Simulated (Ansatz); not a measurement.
# B8HN8: the cost of one run

Computed with Ansatz 0.2.0 (DFT PBE, scalar-relativistic, plane waves, PAW, unless a step's input says otherwise).

1 further run of the same task is left out (set aside as unsound or not needed).

### 1 The starting structure

It takes space group P6_3/mmc (No. 194, hexagonal). Conventional cell: a = 2.512 Å, b = 2.512 Å, c = 8.343 Å, α = 90.00°, β = 90.00°, γ = 120.00°. B (site symmetry -6m2) is surrounded by 3 N at 1.45 Å. N (site symmetry -6m2) is surrounded by 3 B at 1.45 Å.

Coordinates:

```
B N
1.0
     2.51218    0.00000    0.00000
    -1.25609    2.17561    0.00000
     0.00000    0.00000    8.34316
B N
2 2
Cartesian
  0.0000 1.4504 2.0858
  1.2561 0.7252 6.2574
  0.0000 1.4504 6.2574
  1.2561 0.7252 2.0858
```

It goes back to an entry of the Materials Project.

It is the result of an earlier relaxation at this level (volume 11.40 Å³/atom; gap on the mesh: 4.40 eV).

The host's static dielectric tensor, from an earlier linear-response run, has a mean of 4.36.

The perfect supercell (rows 2 2 0; 0 -2 0; 0 0 -1 in vectors of this cell) was computed beforehand with the same settings: E(σ→0) = -4339.4418 eV for 16 atoms, gap 4.63 eV on its own mesh.

### 2 The defect cell

The extra atom is put at (0.000, 0.000, 0.000) of the supercell, the middle of a void of radius 2.54 Å. The other atoms start on their ideal sites. Its neighbours are 6 B at 2.54 Å, 6 N at 2.54 Å.

### 3 Charge state 0

Contents of input.yaml:

```yaml
crystal:
  lattice:
    - [2.5121811436, 4.3512253786, 0.0]
    - [2.5121811436, -4.3512253786, 0.0]
    - [0.0, 0.0, -8.3431635353]
  atoms:
    - { symbol: B, position: [0.1666666667, 0.3333333333, 0.75], spin: 0.077 }
    - { symbol: B, position: [0.1666666667, 0.8333333333, 0.75], spin: 0.077 }
    - { symbol: B, position: [0.6666666667, 0.3333333333, 0.75] }
    - { symbol: B, position: [0.6666666667, 0.8333333333, 0.75], spin: 0.077 }
    - { symbol: B, position: [0.3333333333, 0.6666666667, 0.25] }
    - { symbol: B, position: [0.3333333333, 0.1666666667, 0.25], spin: 0.077 }
    - { symbol: B, position: [0.8333333333, 0.6666666667, 0.25], spin: 0.077 }
    - { symbol: B, position: [0.8333333333, 0.1666666667, 0.25], spin: 0.077 }
    - { symbol: "N", position: [0.1666666667, 0.3333333333, 0.25], spin: 0.077 }
    - { symbol: "N", position: [0.1666666667, 0.8333333333, 0.25], spin: 0.077 }
    - { symbol: "N", position: [0.6666666667, 0.3333333333, 0.25] }
    - { symbol: "N", position: [0.6666666667, 0.8333333333, 0.25], spin: 0.077 }
    - { symbol: "N", position: [0.3333333333, 0.6666666667, 0.75] }
    - { symbol: "N", position: [0.3333333333, 0.1666666667, 0.75], spin: 0.077 }
    - { symbol: "N", position: [0.8333333333, 0.6666666667, 0.75], spin: 0.077 }
    - { symbol: "N", position: [0.8333333333, 0.1666666667, 0.75], spin: 0.077 }
    - { symbol: H, position: [0.0, 0.0, 0.0], spin: 0.077 }
  host:
    lattice:
      - [2.5121811436, 0.0, 0.0]
      - [-1.2560905718, 2.1756126893, 0.0]
      - [0.0, 0.0, 8.3431635353]
    atoms:
      - { symbol: B, position: [0.3333333333, 0.6666666667, 0.25] }
      - { symbol: B, position: [0.6666666667, 0.3333333333, 0.75] }
      - { symbol: "N", position: [0.3333333333, 0.6666666667, 0.75] }
      - { symbol: "N", position: [0.6666666667, 0.3333333333, 0.25] }
basis:
  ecutwfc: 420
  xc_grid: 2
kpoints:
  mp_grid: { grid: [3, 3, 2], shift: [0.0, 0.0, 0.5] }
hamiltonian:
  xc: pbe
scf:
  occupations: { method: gaussian, width: 0.01 }
output:
  forces: true
  stress: false
  eigenvalues: true
  populations: true
  charged_corrections:
    defect_position: [0.0, 0.0, 0.0]
    epsilon: [[5.4678, 0.0, 0.0], [0.0, 5.4678, 0.0], [0.0, 0.0, 2.1413]]
  write_density: true
  write_potential: true
  elf: true
  volumetric_format: npy
magnetization:
  spin_polarized: true
relax:
  adjacent_minimum: "off"
  f_tol: 0.025
  max_steps: 45
```

The run is started by

```sh
> ansatz run input.yaml --threads 4 --pin off --max-ram 8192MiB --backend cpu --events-out ev --progress --plain --runs-dir out
```

What time and memory should one allow on 4 threads of Intel Xeon Platinum 8175M at 2.50GHz (Skylake/Cascade Lake), shared host?

About 15 s, with a peak of 0.58 GiB.
